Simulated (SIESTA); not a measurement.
Crystal: Pb.

```
Pb
1.0
     0.00000    2.47502    2.47502
     2.47502    0.00000    2.47502
     2.47502    2.47502    0.00000
Pb
1
Direct
  0.00000 0.00000 0.00000
```

Base run:

- Program: SIESTA 5.4.2
- Functional: PBEsol
- Potentials or basis: PseudoDojo 0.4 standard (PBEsol files)
- Basis: DZP (energy shift 0.003 Ry; two zetas on semicore shells)
- Grid cutoff: 500 Ry
- Energy shift: 0.003 Ry
- k mesh: 9 × 9 × 9
- Occupations: fermi-dirac, width 0.05 eV
- Spin: no spin polarisation

Its results: band gap on the k mesh none (metal or under the smearing width); pressure 0.0 GPa.

Q: The run is repeated on the same cell with these changes: functional from PBEsol to PBE; potentials or basis from PseudoDojo 0.4 standard (PBEsol files) to PseudoDojo 0.4 standard (PBE files). What comes out?

A: Band gap on the k mesh none (metal or under the smearing width); pressure 2.8 GPa.

Caveats: the basis of atomic orbitals isn't converged, which shifts pressures, moduli and gaps; spin-orbit coupling is left out, which moves the levels of the heavy elements (some runs).
